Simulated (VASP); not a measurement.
Ru:

```xyz
2
Lattice="2.7058 0.0000 0.0000 -1.3529 2.3433 0.0000 0.0000 0.0000 4.2819" Properties=species:S:1:pos:R:3 pbc="T T T"
Ru    1.3529    0.7811    3.2114
Ru    0.0000    1.5622    1.0705
```

| Quantity | Value |
| --- | --- |
| Program | VASP 6.6.1 |
| Task | relaxation of cell and atoms |
| Functional | PBE |
| Dispersion | D3(BJ) |
| Potentials or basis | VASP PAW PBE potentials, release 64 (Ru_pv) |
| Cutoff | 600 eV |
| k mesh | 10 × 10 × 6 |
| Occupations | fermi-dirac, width 0.05 eV |
| Spin | no spin polarisation |

At the start: pressure -3.1 GPa; volume 13.57 Å³/atom.

Task: Where does the relaxation end?

Result: Over 6 steps the energy falls by 2.3 meV/atom and the volume is 13.45 Å³/atom (-0.9 %); space group P6_3/mmc (No. 194, to 0.05 Å).

Step by step:
| step | energy change (eV) | largest force (eV/Å) | pressure (GPa) | volume (Å³) |
| --- | --- | --- | --- | --- |
| 1 | 0.0000 | 0.0000 | -3.14 | 27.15 |
| 2 | 0.0241 | 0.0000 | 10.89 | 26.12 |
| 3 | -0.0042 | 0.0000 | 0.48 | 26.86 |
| 4 | -0.0042 | 0.0000 | 0.56 | 26.85 |
| 5 | -0.0042 | 0.0000 | -0.45 | 26.94 |
| 6 | -0.0046 | 0.0000 | 0.03 | 26.90 |

Final structure:
```yaml
crystal:
  lattice:
    - [2.70523, 0.00000, 0.00000]
    - [-1.35261, 2.34279, 0.00000]
    - [0.00000, 0.00000, 4.24387]
  atoms:
    - { symbol: Ru, position: [0.66667, 0.33333, 0.75000] }
    - { symbol: Ru, position: [0.33333, 0.66667, 0.25000] }
```

Caveat: pairwise dispersion overbinds metals, which lowers pressure and volume.
